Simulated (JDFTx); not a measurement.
**Li2O in JDFTx: convergence with cutoff**

Input of the first run (cutoff 544.228 eV); the others differ in this setting and in those tied to it:

The input Li2O.in:

```
lattice \
    0.0000000000     4.3971175137     4.3971175137 \
    4.3971175137     0.0000000000     4.3971175137 \
    4.3971175137     4.3971175137     0.0000000000
coords-type Lattice
ion O      0.0000000000     0.0000000000     0.0000000000 1
ion Li     0.2500000000     0.2500000000     0.2500000000 1
ion Li     0.7500000000     0.7500000000     0.7500000000 1

ion-species pseudo/O.upf
ion-species pseudo/Li.upf
elec-cutoff 20 160
elec-ex-corr gga-PBEsol
kpoint-folding 10 10 10
elec-smearing Fermi 0.0018374661
elec-n-bands 11
electronic-SCF nIterations 100 energyDiffThreshold 1e-09
electronic-minimize nIterations 30 energyDiffThreshold 1e-7
converge-empty-states yes
forces-output-coords Cartesian

dump-name run.$VAR
dump End Ecomponents EigStats BandEigs Kpoints Forces Stress
```

Potentials or basis: PseudoDojo-SR-PBEsol-0.4-stringent with smoothed tails.

Command:

```console
$ jdftx -c 1 -i Li2O.in -o Li2O.out
```

The cell comes from a database or a generator and needn't be the stable form of this composition.

Hardware: 1 thread of Arm Neoverse V2 (shared host).

The values tried are 544.228 eV, 653.073 eV, 789.13 eV, 925.187 eV, 1061.24 eV, 1197.3 eV, 1333.36 eV, 1523.84 eV, 1795.95 eV, loosest first. From which on does the energy stay within 1 meV/atom of the tightest run that finished?

From 1333.36 eV on.

```tsv
cutoff	energy less the tightest run, at zero smearing (meV/atom)	pressure (GPa)	gap on the mesh (eV)	SCF cycles	CPU time (s)	peak memory (GiB)
544.228 eV	3204.26	-176.44	4.685	10	17	0.05
653.073 eV	1283.40	-97.64	4.768	11	19	0.06
789.13 eV	355.08	-40.37	4.793	10	20	0.08
925.187 eV	77.74	-14.98	4.806	10	34	0.09
1061.24 eV	12.10	-6.32	4.804	10	39	0.1
1197.3 eV	1.26	-4.22	4.804	10	51	0.11
1333.36 eV	0.21	-3.90	4.804	10	52	0.13
1523.84 eV	0.10	-3.89	4.804	10	98	0.15
1795.95 eV	0.00	-3.89	4.804	11	110	0.19
```

Against the tightest run, the pressure stays within 0.1 GPa from 1333.36 eV on; the gap on the mesh stays within 0.01 eV from 925.187 eV on. The tightest run that finished is the yardstick and may itself not be fully converged.
